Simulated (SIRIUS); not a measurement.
Runs of SIRIUS 7.12.0 on Pd. The structure is cubic, space group Fm-3m (No. 225). The conventional cell has a = 3.893 Å, b = 3.893 Å, c = 3.893 Å, α = 90.00°, β = 90.00°, γ = 90.00°. Pd (site symmetry m-3m) has 12 Pd at 2.75 Å as nearest neighbours. 

```tsv
level	V0 of scaled cells (Å³/atom)	B0 (GPa)
AM05	14.44	207
LDA	(a)	236
PBEsol	14.50	207
WC	(b)	203
PW91	15.29	164
```

Alike in all rows: task equation of state; potentials or basis all-electron FP-LAPW, apw+lo standard; no spin polarisation; cell as given; k mesh 12 × 12 × 12; cutoff (eV) 169; smearing fermi-dirac 0.05 eV.

Task: Fill in the values left out.

Result: (a) 14.11; (b) 14.61.

Caveats: the basis cutoff falls short for Ag, Pd and Pb here, so volumes come out up to a per cent or two small and moduli rough.

Runs at the PBE level aren't shown here.
